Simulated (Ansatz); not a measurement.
# InP: the cost of one run

Computed with Ansatz 0.2.0 (DFT PBE, scalar-relativistic, plane waves, PAW, unless a step's input says otherwise).

## (1) The starting structure

It takes space group Fm-3m (No. 225, cubic). The conventional cell has a = 5.540 Å, b = 5.540 Å, c = 5.540 Å, α = 90.00°, β = 90.00°, γ = 90.00°. In (site symmetry m-3m) has 6 P at 2.77 Å as nearest neighbours. P (site symmetry m-3m) has 6 In at 2.77 Å as nearest neighbours.

Structure file:

```xyz
2
Lattice="0.0000 2.7702 2.7702 2.7702 0.0000 2.7702 2.7702 2.7702 0.0000" Properties=species:S:1:pos:R:3 pbc="T T T"
In    0.0000    0.0000    0.0000
P     2.7702    2.7702    2.7702
```

This cell was relaxed beforehand with the same method: volume 21.26 Å³/atom, gap on the mesh none (metal).

## (2) What is varied

The energy is mapped over a normal mode and a strain (zone-centre modes of the cell shown) (x along [1 0 0], y along [0 1 0], z along [0 0 1] of the conventional cell).

The axes are (1) amplitude of mode 4 (153 cm⁻¹), largest displacement in the unstrained cell: 7 values from −0.422 Å; (2) normal strain along x: 7 values from −7.00 %.

Nothing else is relaxed (the pattern is fixed in fractional coordinates). Energies count from the relaxed high-symmetry cell. Points are written as (first, second).

The modes come from a phonon run on the reference cell, made beforehand.

The patterns, per unit of each coordinate (Å):

```csv
atom,x1,y1,z1
In1,-0.270,0.000,0.000
P2,1.000,0.000,0.000
```

## (3) Point (−0.422 Å, −7.00 %)

Contents of input.yaml:

```yaml
crystal:
  lattice:
    - [0.0, 2.7701982124, 2.7701982124]
    - [2.5762843375, 0.0, 2.7701982124]
    - [2.5762843375, 2.7701982124, 0.0]
  atoms:
    - { symbol: In, position: [-0.0205473392, 0.0205473392, 0.0205473392] }
    - { symbol: P, position: [0.5761678349, 0.4238321651, 0.4238321651] }
basis:
  ecutwfc: 420
kpoints:
  mp_grid: { grid: [14, 14, 14] }
hamiltonian:
  xc: pbe
  pseudopotentials: { kind: paw, azcp: { folder: soft_1 } }
scf:
  occupations: { method: gaussian, width: 0.15 }
output:
  forces: true
  stress: true
  eigenvalues: true
```

The run is started by

```sh
> ansatz run input.yaml --threads 1 --pin off --max-ram 2048MiB --backend cpu --events-out ev --progress --plain --runs-dir out
```

**Question.** How long does this run take on 1 thread of Arm Neoverse N1, shared host, and how much memory does it need?

About 24 s, with a peak of 0.41 GiB.
